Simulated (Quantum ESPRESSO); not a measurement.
# AgCl (Chlorargyrite) (Fm-3m) in Quantum ESPRESSO: further runs, part 2 of 2

Quantum ESPRESSO 7.5.

## 3. Single point, PBE+U

The input, pw.in:

```
&CONTROL
  calculation = 'scf'
  prefix = 'pwscf'
  outdir = './tmp'
  pseudo_dir = './pseudo'
  tprnfor = .true.
  tstress = .true.
  disk_io = 'nowf'
/
&SYSTEM
  ibrav = 0
  nat = 2
  ntyp = 2
  ecutwfc = 60
  ecutrho = 440
  nbnd = 23
  occupations = 'smearing'
  smearing = 'fd'
  degauss = 0.00367493
/
&ELECTRONS
  conv_thr = 4d-10
  electron_maxstep = 120
  mixing_beta = 0.3
/
ATOMIC_SPECIES
Ag   107.8682 Ag_ONCV_PBE-1.0.oncvpsp.upf
Cl    35.4500 cl_pbe_v1.4.uspp.F.UPF
CELL_PARAMETERS angstrom
   0.0000000000    2.7350000000    2.7350000000
   2.7350000000    0.0000000000    2.7350000000
   2.7350000000    2.7350000000    0.0000000000
ATOMIC_POSITIONS crystal
Ag     0.0000000000    0.0000000000    0.0000000000
Cl     0.5000000000    0.5000000000    0.5000000000
K_POINTS automatic
8 8 8 0 0 0
HUBBARD {atomic}
U Ag-4d 6.0
```

Potentials or basis: SSSP 1.3 efficiency PBE.

The run is started by

```console
$ OMP_NUM_THREADS=1 pw.x -in pw.in > pw.out
```

pw.out:

```text
This program is part of the open-source Quantum ESPRESSO suite
     for quantum simulation of materials; please cite
[... 9 lines left out ...]
     --------------------
     sticks:   dense  smooth     PW     G-vecs:    dense   smooth      PW
     Sum        1627     877    265                43143    17261    2891

     Using Slab Decomposition

     bravais-lattice index     =            0
     lattice parameter (alat)  =       7.3092  a.u.
     unit-cell volume          =     276.1205 (a.u.)^3
     number of atoms/cell      =            2
     number of atomic types    =            2
     number of electrons       =        26.00
     number of Kohn-Sham states=           23
     kinetic-energy cutoff     =      60.0000  Ry
     charge density cutoff     =     440.0000  Ry
     scf convergence threshold =      4.0E-10
     mixing beta               =       0.3000
     number of iterations used =            8  plain     mixing
     Exchange-correlation=  SLA  PW   PBX  PBC
                           (   1   4   3   4   0   0   0)
     Hubbard projectors: atomic
     Hubbard parameters of DFT+U (Dudarev formulation) in eV:
     U(Ag-4d) =  6.0000

     Internal variables: lda_plus_u =T, lda_plus_u_kind = 0

     Internal variables: orbital_resolved =F, hub_pot_fix =F, apply_U = F

     celldm(1)=   7.309223  celldm(2)=   0.000000  celldm(3)=   0.000000
     celldm(4)=   0.000000  celldm(5)=   0.000000  celldm(6)=   0.000000

     crystal axes: (cart. coord. in units of alat)
               a(1) = (   0.000000   0.707107   0.707107 )
               a(2) = (   0.707107   0.000000   0.707107 )
               a(3) = (   0.707107   0.707107   0.000000 )

     reciprocal axes: (cart. coord. in units 2 pi/alat)
               b(1) = ( -0.707107  0.707107  0.707107 )
               b(2) = (  0.707107 -0.707107  0.707107 )
               b(3) = (  0.707107  0.707107 -0.707107 )

     PseudoPot. # 1 for Ag read from file:
     Ag_ONCV_PBE-1.0.oncvpsp.upf
     Pseudo is Norm-conserving, Zval = 19.0
     Generated using ONCVPSP code by D. R. Hamann
     Using radial grid of 1398 points,  6 beta functions with:
                l(1) =   0
                l(2) =   0
                l(3) =   1
                l(4) =   1
                l(5) =   2
                l(6) =   2

     PseudoPot. # 2 for Cl read from file:
     cl_pbe_v1.4.uspp.F.UPF
     Pseudo is Ultrasoft + core correction, Zval =  7.0
     Generated by new atomic code, or converted to UPF format
     Using radial grid of  909 points,  6 beta functions with:
                l(1) =   0
                l(2) =   0
                l(3) =   1
                l(4) =   1
                l(5) =   2
                l(6) =   2
     Q(r) pseudized with  8 coefficients,  rinner =    1.300   1.300   1.300
                                                       1.300   1.300

     atomic species   valence    mass     pseudopotential
     Ag               19.00   107.86820     Ag( 1.00)
     Cl                7.00    35.45000     Cl( 1.00)

     48 Sym. Ops., with inversion, found

   Cartesian axes

     site n.     atom                  positions (alat units)
         1        Ag     tau(   1) = (   0.0000000   0.0000000   0.0000000  )
         2        Cl     tau(   2) = (   0.7071068   0.7071068   0.7071068  )

     number of k points=    29  Fermi-Dirac smearing, width (Ry)=  0.0037
                       cart. coord. in units 2pi/alat
        k(    1) = (   0.0000000   0.0000000   0.0000000), wk =   0.0039062
        k(    2) = (   0.0883883   0.0883883  -0.0883883), wk =   0.0312500
        k(    3) = (   0.1767767   0.1767767  -0.1767767), wk =   0.0312500
        k(    4) = (   0.2651650   0.2651650  -0.2651650), wk =   0.0312500
        k(    5) = (  -0.3535534  -0.3535534   0.3535534), wk =   0.0156250
        k(    6) = (   0.1767767   0.0000000   0.0000000), wk =   0.0234375
[... 21 lines left out ...]
        k(   28) = (  -0.7071068   0.1767767  -0.0000000), wk =   0.0468750
        k(   29) = (  -0.7071068   0.3535534   0.0000000), wk =   0.0234375

     Dense  grid:    43143 G-vectors     FFT dimensions: (  50,  50,  50)

     Smooth grid:    17261 G-vectors     FFT dimensions: (  40,  40,  40)

     Initial potential from superposition of free atoms

     starting charge      25.9997, renormalised to      26.0000

     negative rho (up, down):  1.469E-02 0.000E+00

     STARTING HUBBARD OCCUPATIONS:

     =================== HUBBARD OCCUPATIONS ===================
     ------------------------ ATOM    1 ------------------------
     Tr[ns(  1)] =   9.00000
     eigenvalues:
       0.900  0.900  0.900  0.900  0.900
     eigenvectors (columns):
       1.000  0.000  0.000  0.000  0.000
       0.000  1.000  0.000  0.000  0.000
       0.000  0.000  1.000  0.000  0.000
       0.000  0.000  0.000  1.000  0.000
       0.000  0.000  0.000  0.000  1.000
     occupation matrix ns (before diag.):
       0.900  0.000  0.000  0.000  0.000
       0.000  0.900  0.000  0.000  0.000
       0.000  0.000  0.900  0.000  0.000
       0.000  0.000  0.000  0.900  0.000
       0.000  0.000  0.000  0.000  0.900

     Number of occupied Hubbard levels =    9.0000

     Atomic wfc used for Hubbard projectors are NOT orthogonalized

     Starting wfcs are   14 randomized atomic wfcs +    9 random wfcs

     Self-consistent Calculation

     iteration #  1     ecut=    60.00 Ry     beta= 0.30
     Davidson diagonalization with overlap
     ethr =  1.00E-02,  avg # of iterations =  6.2

     =================== HUBBARD OCCUPATIONS ===================
     ------------------------ ATOM    1 ------------------------
     Tr[ns(  1)] =   9.98419
     eigenvalues:
       0.998  0.998  0.999  0.999  0.999
     eigenvectors (columns):
       0.059 -0.998 -0.000  0.000  0.000
       0.000 -0.000  0.220  0.279 -0.935
       0.000 -0.000  0.627  0.694  0.354
      -0.998 -0.059  0.000 -0.000 -0.000
      -0.000  0.000 -0.747  0.664  0.022
     occupation matrix ns (before diag.):
       0.998 -0.000 -0.000  0.000  0.000
      -0.000  0.999 -0.000  0.000  0.000
      -0.000 -0.000  0.999  0.000  0.000
       0.000  0.000  0.000  0.998 -0.000
       0.000  0.000  0.000 -0.000  0.999

     Number of occupied Hubbard levels =    9.9842

     Threshold (ethr) on eigenvalues was too large:
     Diagonalizing with lowered threshold

     Davidson diagonalization with overlap
     ethr =  5.31E-04,  avg # of iterations =  1.4

     negative rho (up, down):  1.467E-02 0.000E+00

     total energy              =    -320.66672700 Ry
     estimated scf accuracy    <       0.13954667 Ry

     iteration #  2     ecut=    60.00 Ry     beta= 0.30
     Davidson diagonalization with overlap
     ethr =  5.37E-04,  avg # of iterations =  1.6
[... 87 lines left out ...]
     iteration # 12     ecut=    60.00 Ry     beta= 0.30
     Davidson diagonalization with overlap
     ethr =  1.61E-12,  avg # of iterations =  2.0

     negative rho (up, down):  1.442E-02 0.000E+00

     End of self-consistent calculation

     =================== HUBBARD OCCUPATIONS ===================
     ------------------------ ATOM    1 ------------------------
     Tr[ns(  1)] =   9.95306
     eigenvalues:
       0.995  0.995  0.996  0.996  0.996
     eigenvectors (columns):
       0.082  0.997 -0.000  0.000 -0.000
       0.000  0.000  0.229 -0.973 -0.028
       0.000  0.000  0.635  0.171 -0.753
      -0.997  0.082  0.000 -0.000  0.000
      -0.000 -0.000 -0.738 -0.155 -0.657
     occupation matrix ns (before diag.):
       0.995 -0.000 -0.000  0.000  0.000
      -0.000  0.996 -0.000  0.000  0.000
      -0.000 -0.000  0.996  0.000  0.000
       0.000  0.000  0.000  0.995 -0.000
       0.000  0.000  0.000 -0.000  0.996
[... 117 lines left out ...]
          k = 0.0000-0.5303 0.5303 (  2171 PWs)   bands (ev):

   -80.6045 -44.1240 -44.1234 -44.1222  -6.0369   3.0751   3.2397   3.5963
     4.1574   4.2232   5.4078   5.8865   7.0435  12.7522  16.3431  17.2980
    18.9835  20.8760  22.4839  24.7071  26.2521  27.1734  28.4073

          k =-0.7071 0.0000 0.0000 (  2200 PWs)   bands (ev):

   -80.6045 -44.1244 -44.1225 -44.1225  -6.1480   3.2458   4.0240   4.3016
     4.3016   4.4684   4.5612   5.8135   5.8135  11.4871  16.9786  17.9101
    20.9017  20.9017  23.7474  23.7474  24.2759  27.1202  28.6789

          k = 0.3536 0.1768 0.0000 (  2168 PWs)   bands (ev):

   -80.6045 -44.1232 -44.1222 -44.1216  -6.0647   2.7839   3.2096   3.3758
     3.8969   4.0901   5.9068   6.4254   7.6632  13.0622  16.0785  17.1857
    18.5187  20.0788  22.9588  24.6937  25.3316  26.6679  27.0548
[... 25 lines left out ...]
          k = 0.0000-0.3536 0.5303 (  2186 PWs)   bands (ev):

   -80.6045 -44.1239 -44.1234 -44.1222  -5.9885   2.8493   3.0526   3.3598
     4.1700   4.2016   5.8174   5.8544   7.4660  13.7863  15.5914  16.9013
    17.9826  21.6646  22.2573  24.9881  25.8971  27.1293  28.2164

          k =-0.7071 0.1768-0.0000 (  2170 PWs)   bands (ev):

   -80.6045 -44.1242 -44.1229 -44.1226  -6.0905   3.2581   3.4364   3.7689
     4.3018   4.4448   5.0751   5.7962   6.4067  12.2290  16.8581  17.5525
    19.0075  21.5338  23.4648  23.7324  25.0639  27.5550  29.6267

          k =-0.7071 0.3536 0.0000 (  2180 PWs)   bands (ev):

   -80.6044 -44.1236 -44.1236 -44.1227  -6.0314   2.9805   3.3915   3.3915
     4.3020   4.4285   5.5924   5.5924   6.7464  13.3774  16.9867  16.9867
    17.1588  22.6832  22.6832  23.7175  25.3650  27.8578  29.9258

     the Fermi energy is     9.2551 ev

!    total energy              =    -320.66963835 Ry
     estimated scf accuracy    <          1.1E-11 Ry
     smearing contrib. (-TS)   =      -0.00000000 Ry
     internal energy E=F+TS    =    -320.66963835 Ry

     The total energy is F=E-TS. E is the sum of the following terms:
     one-electron contribution =    -167.02233248 Ry
     hartree contribution      =      92.93081337 Ry
     xc contribution           =     -36.69154595 Ry
     ewald contribution        =    -209.89687317 Ry
     Hubbard energy            =       0.01029988 Ry

     convergence has been achieved in  12 iterations

     negative rho (up, down):  1.442E-02 0.000E+00

     Forces acting on atoms (cartesian axes, Ry/au):

     atom    1 type  1   force =    -0.00000000   -0.00000000   -0.00000000
     atom    2 type  2   force =     0.00000000    0.00000000    0.00000000

     Total force =     0.000000     Total SCF correction =     0.000000

     Computing stress (Cartesian axis) and pressure

     negative rho (up, down):  1.442E-02 0.000E+00
          total   stress  (Ry/bohr**3)                   (kbar)     P=       51.72
   0.00035159  -0.00000000  -0.00000000           51.72       -0.00       -0.00
  -0.00000000   0.00035159  -0.00000000           -0.00       51.72       -0.00
  -0.00000000  -0.00000000   0.00035159           -0.00       -0.00       51.72

=------------------------------------------------------------------------------=
   JOB DONE.
=------------------------------------------------------------------------------=
```

Wall time 41 s (1 thread of Arm Neoverse V1, shared host); peak memory 0.21 GiB.

Results:

- Free energy: -4362.9327 eV
- Pressure: 5.2 GPa
- Band gap on the k mesh: 1.77 eV, indirect (least direct gap 3.47 eV)

Eigenvalues of the final occupation matrices:
```csv
site,spin,trace,eigenvalues
Ag 1 4d,each,4.98,0.99 0.99 1.00 1.00 1.00
```

## 4. Single point, PBE+U

pw.in: that of step 3 with these lines changed.

```diff
@@ -38,2 +38,2 @@
 HUBBARD {atomic}
-U Ag-4d 6.0
+U Ag-4d 8.0
```

The run is started by

```console
$ OMP_NUM_THREADS=1 pw.x -in pw.in > pw.out
```

Run time: 38 s. Hardware: 1 thread of Arm Neoverse V1, shared host; peak memory 0.21 GiB.

Results (log left out):

- Free energy: -4362.8881 eV
- Pressure: 5.5 GPa
- Band gap on the k mesh: 1.93 eV, indirect (least direct gap 3.48 eV)

Levels at points of the mesh, in eV from the valence-band top:
```tsv
k point	band 10	band 11	band 12	band 13	band 14	band 15	band 16	band 17
(0.00, 0.00, 0.00)	-5.28	-1.55	-1.55	-1.55	1.93	11.62	11.62	11.62
(0.00, 0.00, -0.50)	-4.89	-2.98	0.00	0.00	5.12	7.80	8.54	8.54
(0.00, -0.50, -0.50)	-4.40	-3.68	-2.33	-2.33	3.36	8.83	9.77	12.77
```

Eigenvalues of the final occupation matrices:
| site | spin | trace | eigenvalues |
| --- | --- | --- | --- |
| Ag 1 4d | each | 4.98 | 1.00 1.00 1.00 1.00 1.00 |

## 5. Overview

| U | gap on the mesh (eV) | pressure (GPa) |
| --- | --- | --- |
| Ag d U = 5 eV | 1.67 | 5.0 |
| Ag d U = 6 eV | 1.77 | 5.2 |
| Ag d U = 8 eV | 1.93 | 5.5 |

Alike in all rows: task single point; level PBE+U; potentials or basis SSSP 1.3 efficiency PBE; no spin polarisation; cell as given; k mesh 8 × 8 × 8; cutoff (eV) 816; smearing fermi-dirac 0.05 eV.

On the cell as given the gap runs from 1.67 eV (PBE+U) to 1.93 eV (PBE+U).

Total energies depend on the potentials used, so only differences within one code and one set of settings carry meaning.

## 6. How close it comes

Step 2. Against the measured gap of AgCl, 3.249 eV (indirect; a printed reference work, data compilation), the calculated 1.67 eV is off by -1.57 eV. Spin-orbit coupling on Ag is left out. The value is that of PBE+U on a finite k mesh, which can miss the band edges, without temperature or zero-point motion.

Step 3. Measured gap of AgCl: 3.249 eV (indirect; a printed reference work, data compilation). This calculation gives 1.77 eV (-1.48 eV). Spin-orbit coupling on Ag is left out. The value is that of PBE+U on a finite k mesh, which can miss the band edges, without temperature or zero-point motion.

Step 4. Against the measured gap of AgCl, 3.249 eV (indirect; a printed reference work, data compilation), the calculated 1.93 eV is off by -1.32 eV. Spin-orbit coupling on Ag is left out. The value is that of PBE+U on a finite k mesh, which can miss the band edges, without temperature or zero-point motion.
